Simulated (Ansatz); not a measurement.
Runs of Ansatz 0.2.0 on TaN. It takes space group Fm-3m (No. 225, cubic). The conventional cell has a = 4.423 Å, b = 4.423 Å, c = 4.423 Å, α = 90.00°, β = 90.00°, γ = 90.00°. Ta (site symmetry m-3m) is surrounded by 6 N at 2.21 Å. N (site symmetry m-3m) has 6 Ta at 2.21 Å as nearest neighbours. The cell comes from a database or a generator and needn't be the stable form of this composition.

```tsv
task	level	cell	k mesh	atoms under strain	gap on the mesh (eV)	pressure (GPa)	relaxed volume (Å³/atom)
elastic constants	PBEsol	as given	7 × 7 × 7	relaxed	none	-10.8	-
relaxation of cell and atoms	revPBE+D4	relaxed	10 × 10 × 10	-	-	0.0	10.55
relaxation of cell and atoms	RPBE+D4	relaxed	10 × 10 × 10	-	-	0.0	(a)
relaxation of cell and atoms	BLYP+D4	relaxed	10 × 10 × 10	-	-	0.0	10.82
relaxation of cell and atoms	revPBE+D3(BJ)	relaxed	10 × 10 × 10	-	none	0.0	10.44
relaxation of cell and atoms	BLYP+D3(BJ)	relaxed	10 × 10 × 10	-	-	0.0	(b)
elastic constants	LDA	as given	7 × 7 × 7	relaxed	none	-17.2	-
```

Alike in all rows: potentials or basis Ansatz PAW; no spin polarisation; cutoff (eV) 420; smearing fermi-dirac 0.05 eV.

Question: Estimate the missing entries.

Answer: (a) 10.56; (b) 10.59.

Caveats: the PAW data sets come from PBE, with cores solved anew for the run's functional, which leaves a small shift of forces and pressure; the plane-wave basis is chosen anew once the cell has moved, so the energies of steps on either side of that aren't comparable (some runs); the cell is more than 3 GPa from zero pressure, which shifts response properties (some runs); the elastic tensor has a negative eigenvalue, so either the cell is unstable as it stands or the mesh is too thin (some runs); pairwise dispersion overbinds metals, which lowers pressure and volume (some runs); so large a pressure means that the cell lies far from this level's equilibrium, or that cutoff or potentials fall short (some runs).

A k mesh can miss the band edges, and the runs leave out spin-orbit coupling on Ta.

A gap of «none» marks a metal or a gap under the smearing width.

Runs at the PBE level aren't shown here.
